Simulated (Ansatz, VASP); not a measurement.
**SnTe: VASP beside Ansatz**

```
CELL_PARAMETERS angstrom
0.00000 3.14526 3.14526
3.14526 0.00000 3.14526
3.14526 3.14526 0.00000
ATOMIC_POSITIONS crystal
Sn 0.00000 0.00000 0.00000
Te 0.50000 0.50000 0.50000
```

Alike in both runs: task single point; functional PBE; k mesh 10 × 10 × 10; occupations gaussian, width 0.05 eV; no spin polarisation.

|  | VASP | Ansatz |
| --- | --- | --- |
| version | VASP 6.6.1 | Ansatz 0.2.0 |
| potentials or method | VASP PAW PBE potentials, release 64 (Sn_d, Te) | scalar-relativistic, plane waves, PAW |
| plane-wave cutoff (eV) | 520 | 420 |
| valence electrons in the cell | 20 | 30 |

```csv
,VASP,Ansatz,Ansatz less VASP
gap on the k mesh at the Fermi level (eV),0.11,0.11,0.000
least direct gap on the mesh (eV),0.11,0.11,0.000
pressure (GPa),2.5,2.6,+0.07
```

The two sets of potentials don't hold the same shells in valence.

Caveats: spin-orbit coupling is left out, which moves the levels of the heavy elements.
